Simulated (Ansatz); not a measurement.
## Spin–orbit splittings in TePb

```
Te Pb
1.0
     0.00000    3.22700    3.22700
     3.22700    0.00000    3.22700
     3.22700    3.22700    0.00000
Te Pb
1 1
Direct
  0.50000 0.50000 0.50000
  0.00000 0.00000 0.00000
```

Atoms are numbered in the order listed.

The cell is COD entry 9008696, as deposited and not checked against the literature; nothing was relaxed.

All numbers are computed: DFT, PBE, all-electron LAPW, scalar-relativistic (Ansatz 0.2.0); DFT, PBE, all-electron LAPW, Dirac equation with spin-orbit coupling (Ansatz 0.2.0).

Numerical set-up: a Γ-centred 10×10×10 k mesh, Fermi–Dirac smearing of 0.03 eV, basis error target 0.5 meV/atom, no spin polarisation.

Levels between -4 and 3 eV, each run counted from its own valence-band top. Scalar levels are listed once for both spins; with the coupling every spinor state is counted. Levels near the edges of the range can cross them.

Task: At Γ (0.000, 0.000, 0.000) the scalar-relativistic levels are -1.37 (×3). What are they with spin–orbit coupling?

Result: -2.16 (×2), -1.04 (×4), 2.60 (×2).

Task: At U (0.625, 0.250, 0.625) the scalar-relativistic levels are -2.33, -2.10. What are they with spin–orbit coupling?

Result: -2.60 (×2), -1.90 (×2).

Task: At W (0.500, 0.250, 0.750) the scalar-relativistic levels are -3.82 (×2), -0.37, 1.66. What are they with spin–orbit coupling?

Result: -3.92 (×2), -3.84 (×2), -0.38 (×2), 1.51 (×2).

Task: Without the coupling the gap is 0.72 eV, direct at L (0.5, 0.5, 0.5). And with it?

Result: 0.10 eV, direct at L (0.5, 0.5, 0.5) (so small a gap may close at points that the mesh and path miss).
